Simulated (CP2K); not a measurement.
## Al under changes of volume

One of the cells (20.163 Å³/atom); the others are scaled copies at fixed shape and fractional positions:

```
Al
1.0
     2.72176    0.00000    0.00000
     0.00000    2.72176    0.00000
     0.00000    0.00000    2.72176
Al
1
Direct
  0.00000 0.00000 0.00000
```

The cell was built by a generator and needn't be a form met in nature.

* Program: CP2K 2026.2
* Functional: PBEsol
* Potentials or basis: POTENTIAL_UZH Al GTH-PBE-q3; TZVP-MOLOPT-PBE-GTH basis
* Density cutoff: 6123 eV
* k mesh: 10 × 10 × 10
* Occupations: fermi-dirac, width 0.05 eV
* Spin: no spin polarisation

```csv
volume (Å³/atom),energy over the lowest point (meV/atom),pressure (GPa)
18.953,?,?
19.356,6.79,2.6
19.759,1.87,1.3
20.163,0.00,0.1
20.566,1.12,-1.0
20.969,4.97,-2.0
21.373,11.31,-3.0
```

Q: What does the run at 18.953 Å³/atom give?

A: Energy over the lowest point 14.99 meV/atom; pressure 4.0 GPa.

Worked out: A Birch-Murnaghan fit of order 3 (a polynomial in V^(-2/3)) to the other rows has its minimum at 20.21 Å³/atom with B0 = V·E''(V) = 58 GPa (rough, since the energies scatter). It gives 15.11 meV/atom at 18.953 Å³/atom, against the run's 14.99, and -dE/dV = 4.0 GPa, against 4.0.

Energies are extrapolated to zero smearing.

Caveats: the potentials were made for another functional, which shifts forces and pressure; the basis of atomic orbitals isn't converged, which shifts pressures, moduli and gaps.
